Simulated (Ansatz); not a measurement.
**SiC: field gradients against cell size**

Reference cell: a refined structure from the COD, its atoms then relaxed with PBE in this cell.

```cif
data_SiC
_symmetry_space_group_name_H-M 'Cmc2_1'
_symmetry_Int_Tables_number 36
_cell_length_a 3.0778
_cell_length_b 5.3350
_cell_length_c 15.1219
_cell_angle_alpha 90.000
_cell_angle_beta 90.000
_cell_angle_gamma 90.000
loop_
_atom_site_label
_atom_site_type_symbol
_atom_site_symmetry_multiplicity
_atom_site_Wyckoff_symbol
_atom_site_fract_x
_atom_site_fract_y
_atom_site_fract_z
Si1 Si 4 a 0.5000 0.3333 0.1423
Si3 Si 4 a 0.5000 0.9999 0.4755
Si5 Si 4 a 0.5000 0.6666 0.3088
C7 C 4 a 0.5000 0.9998 0.3502
C9 C 4 a 0.5000 0.3334 0.0173
C11 C 4 a 0.5000 0.6666 0.1838
```

One atom of each set is listed; the run and its k-mesh use a cell of 12 atoms with edges of 3.08, 3.08, 15.12 Å.

The numbers come from a DFT calculation in Ansatz (PBE, plane waves and PAW, scalar-relativistic, 420 eV cutoff, Γ-centred 10×10×2 k-points, Fermi–Dirac smearing 0.02 eV).

The cell is scaled uniformly, and the ions keep their fractional positions. Sites with gradients under 0.05 are left out.

(1) How do the gradients (10²¹ V/m²) respond?

## Answers

(1) 

```json
{"V/V₀": "0.96", "Si1 V_zz (η)": "0.22 (0.01)", "Si3 V_zz (η)": "-0.056 (0.07)", "Si5 V_zz (η)": "0.27 (0.01)", "C7 V_zz (η)": "0.22 (0.06)", "C9 V_zz (η)": "0.067 (0.20)"}
{"V/V₀": "0.97", "Si1 V_zz (η)": "0.22 (0.01)", "Si3 V_zz (η)": "-0.056 (0.07)", "Si5 V_zz (η)": "0.26 (0.01)", "C7 V_zz (η)": "0.22 (0.06)", "C9 V_zz (η)": "0.066 (0.20)"}
{"V/V₀": "1.00", "Si1 V_zz (η)": "0.22 (0.01)", "Si3 V_zz (η)": "-0.056 (0.07)", "Si5 V_zz (η)": "0.26 (0.01)", "C7 V_zz (η)": "0.21 (0.06)", "C9 V_zz (η)": "0.065 (0.20)"}
{"V/V₀": "1.04", "Si1 V_zz (η)": "0.21 (0.01)", "Si3 V_zz (η)": "-0.056 (0.07)", "Si5 V_zz (η)": "0.26 (0.01)", "C7 V_zz (η)": "0.20 (0.07)", "C9 V_zz (η)": "0.064 (0.20)"}
{"V/V₀": "1.06", "Si1 V_zz (η)": "0.21 (0.01)", "Si3 V_zz (η)": "-0.056 (0.07)", "Si5 V_zz (η)": "0.25 (0.01)", "C7 V_zz (η)": "0.19 (0.07)", "C9 V_zz (η)": "0.063 (0.20)"}
```

Logarithmic slopes d ln|V_zz|/d ln V over the series: Si1 -0.8, Si3 -0.1, Si5 -0.5, C7 -1.6, C9 -0.6. Point charges on a uniformly scaled lattice would give −1; charge that moves in the bonds makes the difference.
